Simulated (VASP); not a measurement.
The system is Ru.

```
Ru
1.0
     0.00000    2.95650    2.95650
     2.95650    0.00000    2.95650
     2.95650    2.95650    0.00000
Ru
2
Direct
  0.00000 0.00000 0.00000
  0.25000 0.25000 0.25000
```

This isn't the form of Ru at room conditions, which is hcp.

The cell isn't the ideal one: cell and atoms relaxed from a first guess.

```yaml
Program: VASP 6.6.1
Task: relaxation of cell and atoms
Functional: PBE
Potentials_or_basis: VASP PAW PBE potentials, release 64 (Ru_pv)
Cutoff: 600 eV
k_mesh: 10 × 10 × 10
Occupations: fermi-dirac, width 0.03 eV
Spin: no spin polarisation
```

At the start: pressure -22.0 GPa; volume 25.84 Å³/atom.

Question: How do energy, volume and symmetry change on relaxing?

Answer: Over 7 steps the energy falls by 482.6 meV/atom and the volume is 20.32 Å³/atom (-21.4 %); space group Fd-3m (No. 227, to 0.05 Å).

Step by step:
```csv
step,energy change (eV),largest force (eV/Å),pressure (GPa),volume (Å³)
1,0.0000,0.0000,-22.03,51.68
2,1.9769,0.0000,113.88,29.40
3,-0.9564,0.0000,-3.18,41.48
4,-0.9638,0.0000,-1.34,40.97
5,-0.9652,0.0000,0.07,40.62
6,-0.9652,0.0000,-0.12,40.67
7,-0.9652,0.0000,0.01,40.64
```

Final structure:
```cif
data_structure
_symmetry_space_group_name_H-M 'P 1'
_symmetry_Int_Tables_number 1
_cell_length_a 3.8590
_cell_length_b 3.8590
_cell_length_c 3.8590
_cell_angle_alpha 60.000
_cell_angle_beta 60.000
_cell_angle_gamma 60.000
_cell_volume 40.64
loop_
_atom_site_label
_atom_site_type_symbol
_atom_site_fract_x
_atom_site_fract_y
_atom_site_fract_z
_atom_site_occupancy
Ru1 Ru 0.00000 0.00000 0.00000 1
Ru2 Ru 0.25000 0.25000 0.25000 1
```

Caveat: the volume moved by over 15 % at a fixed basis, so the end points are rough.
